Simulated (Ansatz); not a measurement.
Relaxed bulk AlP:

Space group F-43m (No. 216). a = 5.507 Å, b = 5.507 Å, c = 5.507 Å, α = 90.00°, β = 90.00°, γ = 90.00°
| atom | site | symmetry | x | y | z |
| --- | --- | --- | --- | --- | --- |
| P | 4b | -43m | 0.5000 | 0.0000 | 0.0000 |
| Al | 4c | -43m | 0.2500 | 0.2500 | 0.2500 |

Miller indices refer to the conventional cell of F-43m (No. 216), a = 5.507 Å, b = 5.507 Å, c = 5.507 Å, α = 90.00°, β = 90.00°, γ = 90.00°. The bulk's gap is 1.63 eV.

The (110) slab of 6 planes, 9.7 Å thick with 15 Å of vacuum as cut; outer planes AlP (top) and AlP (bottom).

Method: DFT PBE, scalar-relativistic, plane waves, PAW in Ansatz 0.2.0. Settings: cutoff 420 eV, Γ-centred mesh 7×5×1 on the computed 12-atom cell, Gaussian smearing of 0.05 eV; no spin polarisation. A dipole correction removes the field between periodic images along c.

Results for the relaxed slab:

* Surface energy (mean of both faces): 0.89 J/m²
* Gap of the slab on the mesh: 1.32 eV
* Bulk valence band top under the vacuum level: 5.59 eV
* Bulk conduction band bottom under the vacuum level: 3.96 eV

Relaxation lowers the energy by 0.515 J/m² a face; the largest move is 0.558 Å.

| plane (bottom to top) | atoms | spacing to next, bulk (Å) | relaxed (Å) | change (%) | rumpling (Å) |
| --- | --- | --- | --- | --- | --- |
| 1 | AlP | 1.947 | 1.773 | -8.9 | 0.646 |
| 2 | AlP | 1.947 | 1.983 | +1.9 | 0.118 |
| 3 | AlP | 1.947 | 1.949 | +0.1 | 0.074 |
| 4 | AlP | 1.947 | 1.983 | +1.9 | 0.074 |
| 5 | AlP | 1.947 | 1.773 | -8.9 | 0.118 |
| 6 | AlP |  |  |  | 0.646 |

An odd mesh misses points on the zone edge, so a gap read on it can be too wide.